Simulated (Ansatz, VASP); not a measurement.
# BN (Qingsongite) in two plane-wave programs

One calculation is typed for both programs; each brings its own data sets and cutoff. How far apart do they land?

Program: Ansatz 0.2.0. Level of theory: plane waves, with VASP 6.6.1 beside it; G0W0 gap at PBE. Results are calculated unless marked as measured.

### Step 1. Set-up

Symmetry: F-43m, No. 216, cubic system. The conventional cell has a = 3.651 Å, b = 3.651 Å, c = 3.651 Å, α = 90.00°, β = 90.00°, γ = 90.00°. Nearest to N lie 4 B at 1.58 Å. Nearest to B lie 4 N at 1.58 Å. Farther neighbours and most contacts between anions are not listed.

### Step 2. Ansatz: G0W0 gap, PBE

Ansatz runs on its default PAW (the set named soft_2) files.

Quasiparticle shifts depend on high empty states and on the cores, so they are the hardest test of two PAW sets.

input.yaml reads:

```yaml
crystal:
  lattice:
    - [0.0, 1.8253972035, 1.8253972035]
    - [1.8253972035, 0.0, 1.8253972035]
    - [1.8253972035, 1.8253972035, 0.0]
  atoms:
    - { symbol: "N", position: [0.75, 0.75, 0.75] }
    - { symbol: B, position: [0.0, 0.0, 0.0] }
hamiltonian:
  xc: pbe
  pseudopotentials: { kind: paw }
kpoints:
  mp_grid: { grid: [8, 8, 8] }
scf:
  occupations: { method: fixed }
gw:
  n_empty_bands: 52
  ecut_chi: 150.0
  qp_bands: [v2, c2]
  qp_kpoints: band_edges
  screening: { model: contour_deformation }
```

On the command line:

```
$ ansatz run input.yaml --threads 4 --pin off --max-ram 9216MiB --backend cpu --events-out ev --progress --plain --runs-dir out
```

Numbers of over 12 decimals in the logs are rounded to 6 here.

Output:

```text
Engine: ansatz 0.2.0, aarch64-unknown-linux-gnu
Pseudopotentials: kind: paw
Pseudopotential: N, paw, valence charge 5, recommended cutoff 420 eV (normal), N.paw.azcp
Pseudopotential: B, paw, valence charge 3, recommended cutoff 420 eV (normal), B.paw.azcp
Functional definition: PBE
  parameter kappa = 0.804
  parameter beta = 0.066725
  exchange = pbe_x(kappa = kappa, mu = beta*pi^2/3)
  correlation = pbe_c(beta = beta)
Crystal: 2 atoms, lattice volume = 12.165 Å³
Basis set: ecut = 420 eV, 259 PW (Γ)
Bands: 8, of which v1, the nominal top of the filled ones, is band 4 counted from 1 (3 counted from 0)
Symmetry: 24 space group operations
Space group: F-43m (ITA 216), of the structure as read, at distance tolerance 2.3e-5 Å
k-points: 29 of 512 (time reversal used)
Non-local potential: N, projectors of the file, l = 0: 2, l = 1: 2, l = 2: 1
Non-local potential: B, projectors of the file, l = 0: 2, l = 1: 2, l = 2: 1
PAW form: soft (Blöchl's): semilocal exchange-correlation on the pseudo side does not see the compensation charge
PAW one-centre angular grid: N, 110 points (default); XC on 64 Gauss nodes
PAW one-centre angular grid: B, 110 points (default); XC on 64 Gauss nodes
Initial density: superposition of atomic densities (neutral atoms: chi_scale 0, normalization atom), corrected by the library's trained network
Initial wavefunctions: pseudopotential atomic-orbital guess
Functional: x = pbe(κ = 0.804, μ = 0.219515), c = pbe(β = 0.066725)
SCF iter   1: F=—  HF=-542.269423 eV  |F-HF|=—  |Δ(HF+E_count)|=         —  Δρ=1.80e-3  dr2=2.35e-4  ethr=1.77e-3  ⟨swp⟩=3.8  Hψ=1326  notcnv=0  defer=46
preconditioner: auto → none  [insulator: Δε(μ)=4.447 eV  Ē_g=19.593 eV  n_scr=0 (ndim 8)  ℏωp=30.1 eV  f_vac=0.000  ε∞_Penn≈3.4]
SCF iter   2: F=—  HF=-542.269437 eV  |F-HF|=—  |Δ(HF+E_count)|=   1.41e-5  Δρ=8.95e-4  dr2=3.03e-5  ethr=2.93e-6  ⟨swp⟩=2.3  Hψ=631  notcnv=0  defer=54
SCF iter   3: F=—  HF=-542.269464 eV  |F-HF|=—  |Δ(HF+E_count)|=   2.73e-5  Δρ=4.25e-4  dr2=6.25e-6  ethr=3.79e-7  ⟨swp⟩=2.0  Hψ=311  notcnv=0  defer=17
SCF iter   4: F=—  HF=-542.269478 eV  |F-HF|=—  |Δ(HF+E_count)|=   1.35e-5  Δρ=1.52e-4  dr2=7.75e-7  ethr=7.82e-8  ⟨swp⟩=2.0  Hψ=331  notcnv=0  defer=31
iter 5 did not close the SCF: its close was put off for the readings that it lacked (scf_convergence_deferred on its scf_iter line)
SCF iter   5: F=-542.269480 eV  HF=-542.269480 eV  |F-HF|=7.67e-8  |Δ(HF+E_count)|=   2.04e-6  Δρ=2.95e-5  dr2=2.97e-8  ethr=9.69e-9  ⟨swp⟩=3.0  Hψ=370  notcnv=0  defer=32
SCF iter   6: F=-542.269480 eV  HF=-542.269480 eV  |F-HF|=6.84e-10  |Δ(HF+E_count)|=   8.13e-8  Δρ=2.79e-6  dr2=2.78e-10  ethr=3.71e-10  ⟨swp⟩=3.0  Hψ=1107  notcnv=0
SCF 1 converged in 6 iterations: F = -542.269480 eV  dr2 = 2.78e-10
  greatest PAW one-centre occupation: 0.784 electrons in one spin orbital (limit 2), on the N atom at site 0 (counted from 0), in its partial waves of l = 0
NSCF: frozen V_eff on 29 k-points
G₀W₀ screening: q 1/29
G₀W₀ screening: q 2/29 (q-point 23)
G₀W₀ screening: q 3/29 (q-point 26)
G₀W₀ screening: q 4/29 (q-point 7)
G₀W₀ screening: q 5/29 (q-point 8)
G₀W₀ screening: q 6/29 (q-point 9)
G₀W₀ screening: q 7/29 (q-point 10)
G₀W₀ screening: q 8/29 (q-point 11)
G₀W₀ screening: q 9/29 (q-point 14)
G₀W₀ screening: q 10/29 (q-point 15)
G₀W₀ screening: q 11/29 (q-point 16)
G₀W₀ screening: q 12/29 (q-point 19)
G₀W₀ screening: q 13/29 (q-point 22)
G₀W₀ screening: q 14/29 (q-point 24)
G₀W₀ screening: q 15/29 (q-point 25)
G₀W₀ screening: q 16/29 (q-point 27)
G₀W₀ screening: q 17/29 (q-point 12)
G₀W₀ screening: q 18/29 (q-point 17)
G₀W₀ screening: q 19/29 (q-point 20)
G₀W₀ screening: q 20/29 (q-point 28)
G₀W₀ screening: q 21/29 (q-point 2)
G₀W₀ screening: q 22/29 (q-point 3)
G₀W₀ screening: q 23/29 (q-point 4)
G₀W₀ screening: q 24/29 (q-point 6)
G₀W₀ screening: q 25/29 (q-point 13)
G₀W₀ screening: q 26/29 (q-point 18)
G₀W₀ screening: q 27/29 (q-point 29)
G₀W₀ screening: q 28/29 (q-point 5)
G₀W₀ screening: q 29/29 (q-point 21)
G₀W₀ self-energy: k 1/11
G₀W₀ self-energy: k 2/11
G₀W₀ self-energy: k 3/11
G₀W₀ self-energy: k 4/11
G₀W₀ self-energy: k 5/11
G₀W₀ self-energy: k 6/11
G₀W₀ self-energy: k 7/11
G₀W₀ self-energy: k 8/11
G₀W₀ self-energy: k 9/11
G₀W₀ self-energy: k 10/11
G₀W₀ self-energy: k 11/11
SCF converged after 6 iterations
Free energy (F): -542.269480 eV
Harris-Foulkes:  -542.269480 eV  (|F-HF|=6.84e-10)
Internal energy: -542.269480 eV  (E = F + TS)
E sigma→0 (E₀):  -542.269480 eV
Fermi energy:    10.710333 eV
--- Per-component energies (eV) ---
  E_band       = 23.859771
  E_kinetic    = 183.882885
  E_local      = -178.210602  (includes V_loc(G=0)·N_el)
  E_nonlocal   = 56.346401
  E_hartree    = 49.879830
  E_xc         = -93.015699
  E_vxc        = -115.664268  (∫ρ·V_xc dr)
  E_paw        = -206.281546  (= ΣΔE_a)
  E_vpaw       = -22.254270  (= ΣTr[D̂ρ^β])
  E_aug_tail   = 0.000100  (compensation charges beyond the density's cutoff)
  E_ewald      = -354.870848
  E_smearing   = -0.000000  (= −TS)
  E_closure    = -0.000000  (closes the sum)
  Σ components = -542.269480   (vs F -542.269480, Δ=0.00e0)
--- Band table (eV; the first three rows and the last of 29) ---
  k-point 0: bands = ["-9.1899", "10.7103", "10.7103", "10.7103", "19.3994", "19.3994", "19.3994", "20.5568"]
  k-point 1: bands = ["-8.8199", "8.8731", "10.3429", "10.3429", "19.6735", "19.9510", "19.9510", "21.7995"]
  k-point 2: bands = ["-7.7482", "5.3484", "9.6162", "9.6162", "20.0420", "20.8772", "20.8772", "23.8855"]
  k-point 28: bands = ["-3.4956", "3.2498", "3.9663", "4.4124", "20.1890", "23.6526", "24.9133", "25.0382"]
--- G₀W₀: contour deformation, 6 samples at zero and on the imaginary axis and 2 off it, 512 q-points, 52 empty bands' worth ---
  eigenvalues of the whole cell's RPA ε∞ on this k-mesh (on a slab, of 1 + 4πα/V) = 4.4067, 4.4067, 4.4067; static W/v taken at q = 0 is 0.226926
  bands read: the sum over 56 bands ends inside a degenerate multiplet in 4 slots, whose members it reads at an even weight; the widest, k=0: bands 55 to 57 (counted from 1) at 2/3 each
  gw.qp_kpoints: band_edges: 11 of 29 stored k-points solved, in 1 pass; an edge of the gap read off the rows below is read off those points alone
    valence top: of the k-points left out ik 10 came nearest to being solved in a further pass, in band 4 (counted from 1, as in the quasiparticle table): it holds the edge there only if its correction is more favourable than any solved in that band by at least 1.158 eV; those differ by 0.438 eV
    conduction bottom: of the k-points left out ik 18 came nearest to being solved in a further pass, in band 5 (counted from 1, as in the quasiparticle table): it holds the edge there only if its correction is more favourable than any solved in that band by at least 1.102 eV; those differ by 0.649 eV
    ik  band        ε_KS         Σx   Σc(E_QP)       V_xc       Z   E_QP_lin       E_QP  E_QP is
     0     3     10.7103   -22.7120     2.7026   -19.1780  0.8241     9.8761     9.8789  root
     0     4     10.7103   -22.7120     2.7026   -19.1780  0.8241     9.8761     9.8789  root
     0     5     19.3994    -7.8593    -5.4332   -14.5615  0.8363    20.6762    20.6684  root
     0     6     19.3994    -7.8593    -5.4332   -14.5615  0.8363    20.6762    20.6684  root
     1     3     10.3429   -22.5463     2.7624   -18.9158  0.8235     9.4716     9.4748  root
     1     4     10.3429   -22.5463     2.7624   -18.9158  0.8235     9.4716     9.4748  root
     1     5     19.6735    -8.7808    -5.4487   -15.4052  0.8331    20.8562    20.8492  root
     1     6     19.9510    -7.9652    -5.5640   -14.8405  0.8332    21.2712    21.2624  root
     2     3      9.6162   -22.4002     2.9294   -18.5279  0.8217     8.6694     8.6734  root
     2     4      9.6162   -22.4002     2.9294   -18.5279  0.8217     8.6694     8.6734  root
     2     5     20.0420    -9.4455    -5.5076   -16.0638  0.8306    21.1592    21.1527  root
     2     6     20.8772    -7.9240    -5.7882   -15.0704  0.8286    22.2458    22.2354  root
     3     3      9.0363   -22.3993     3.0913   -18.3040  0.8198     8.0275     8.0323  root
     3     4      9.0363   -22.3993     3.0913   -18.3040  0.8198     8.0275     8.0323  root
     3     5     20.3496    -9.8722    -5.5445   -16.4882  0.8292    21.4272    21.4211  root
     3     6     21.2511    -7.6814    -5.8165   -14.8246  0.8292    22.5880    22.5777  root
     4     3      8.8246   -22.4186     3.1540   -18.2393  0.8190     7.7942     7.7993  root
     4     4      8.8246   -22.4186     3.1540   -18.2393  0.8190     7.7942     7.7993  root
     4     5     20.4652   -10.0324    -5.5553   -16.6449  0.8288    21.5286    21.5225  root
     4     6     21.2654    -7.5651    -5.7807   -14.6449  0.8306    22.5741    22.5644  root
     5     3      9.6374   -22.2112     2.8714   -18.4033  0.8222     8.6970     8.7009  root
     5     4      9.6374   -22.2112     2.8714   -18.4033  0.8222     8.6970     8.7009  root
     5     5     18.7199    -8.0232    -5.2750   -14.4263  0.8390    19.8539    19.8480  root
     5     6     20.8763    -8.2856    -5.7422   -15.4103  0.8279    22.2695    22.2588  root
[...]
20     3      5.9496   -22.0725     3.8182   -16.9853  0.8078     4.6702     4.6807  root
    20     4      5.9496   -22.0725     3.8182   -16.9853  0.8078     4.6702     4.6807  root
    20     5     15.1488    -7.9296    -4.5420   -13.1549  0.8514    15.8339    15.8322  root
    20     6     19.7873    -7.8972    -5.1413   -13.8738  0.8457    20.6258    20.6226  root
    23     3      5.9940   -22.4531     3.8976   -17.2403  0.8065     4.6672     4.6787  root
    23     4      7.3655   -21.9039     3.4125   -17.3339  0.8149     6.2005     6.2080  root
    23     5     20.1888    -7.9419    -5.3880   -14.4129  0.8351    21.2778    21.2718  root
    23     6     21.5995    -8.4500    -5.9085   -15.5579  0.8253    22.8077    22.7988  root
```

Wall time 8.4 s (4 threads of Arm Neoverse V2, shared host); peak memory 0.27 GiB.

The column dr2 measures how far the density is from self-consistency, as an energy; F and HF (Harris–Foulkes) agree once it is small.

[end of part 1 of 2]

[Lines on the potential files, build, host, timing and source positions are cut from VASP's logs without a mark.]

[Logs are printed without paths, hosts, clocks, repeated set-up lines and the standing remarks that a program may print on its own settings, such as how far it seeks lower states.]

[Hosts, paths, dates, database ids (printed as entryN), source tags and the programs' standing remarks are cut or masked in the printed files.]
